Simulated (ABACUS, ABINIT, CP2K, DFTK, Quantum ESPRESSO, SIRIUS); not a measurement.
HfC: equilibrium volume by level of theory

Symmetry: Fm-3m, No. 225, cubic system. Conventional cell: a = 4.650 Å, b = 4.650 Å, c = 4.650 Å, α = 90.00°, β = 90.00°, γ = 90.00°. Around Hf (site symmetry m-3m) lie 6 C at 2.33 Å. Around C (site symmetry m-3m) lie 6 Hf at 2.33 Å.

```csv
rung,level,program and potentials,cutoff (eV),k mesh,smearing,task,core time,chip,equilibrium volume (Å³/atom),miss,notes
GGA + dispersion,PBEsol+D3(BJ),"Quantum ESPRESSO, GBRV 1.5 PBEsol",612,10 × 10 × 10,fermi-dirac 0.05,relaxation of cell and atoms,51 s,Intel Xeon 6975P-C Granite Rapids,12.05,-3.6 %,-
LDA,LDA,"ABINIT, PseudoDojo NC SR LDA v0.4.1 standard",1116,8 × 8 × 8,fermi-dirac 0.05,relaxation of cell and atoms,86 s,Arm Neoverse V2,11.87,-5.0 %,-
LDA,LDA,"Quantum ESPRESSO, GBRV 1.5 LDA",612,10 × 10 × 10,fermi-dirac 0.05,equation of state,100 s,Arm Neoverse V2,(a),?,-
GGA,PBEsol,"ABACUS, PseudoDojo NC SR 0.4.1 PBEsol standard, plane waves",1116,10 × 10 × 10,fermi-dirac 0.05,equation of state,4.1 min,Intel Xeon Platinum 8488C Sapphire Rapids,12.25,-2.0 %,-
GGA,PBEsol,"DFTK, PseudoDojo SR PBEsol 0.4.1 standard (PBEsol)",1116,10 × 10 × 10,fermi-dirac 0.05,equation of state,8.8 min,Intel Xeon 6975P-C Granite Rapids,12.25,-2.0 %,-
GGA,PBEsol,"CP2K, POTENTIAL_UZH Hf GTH-PBE-q12, C GTH-PBE-q4; TZVP-MOLOPT-PBE-GTH basis",-,10 × 10 × 10,fermi-dirac 0.05,equation of state,11 min,Arm Neoverse V2,12.23,-2.2 %,atomic basis; potentials made for PBE
GGA,PBE,"SIRIUS, all-electron FP-LAPW, apw+lo standard",-,10 × 10 × 10,fermi-dirac 0.05,equation of state,21 min,AMD EPYC 7R43 Zen 3,12.59,+0.7 %,-
GGA + dispersion,PBE+D3(zero damping),"SIRIUS, all-electron FP-LAPW, apw+lo standard",-,10 × 10 × 10,fermi-dirac 0.05,equation of state,24 min,AMD EPYC 7R43 Zen 3,(b),?,-
```

Times are single runs on shared hosts and different chips, so they are rough; meshes, cutoffs and the tasks' sizes weigh on the time. All rows: no spin polarisation. Smearing widths are in eV. For a metal such meshes aren't converged. Meshes differ between rows, which moves values too. Meshes are those of the run's cell of 2 atoms unless a note names another. Relaxations start from the cell shown or near it and stop with a little pressure left. The cell shown, of 12.57 Å³ an atom, is the runs' start and not the measured value. Misses use the values as printed. Runs on faulty files, with rough fits or with known faults for this quantity aren't shown. No row holds spin-orbit coupling.

Measured: 12.5 Å³/atom (a printed reference work). The runs are for a static lattice.

Estimate the values left out from the other rows.

(a) 12.00 Å³/atom, miss -4.0 %; (b) 12.36 Å³/atom, miss -1.1 %.
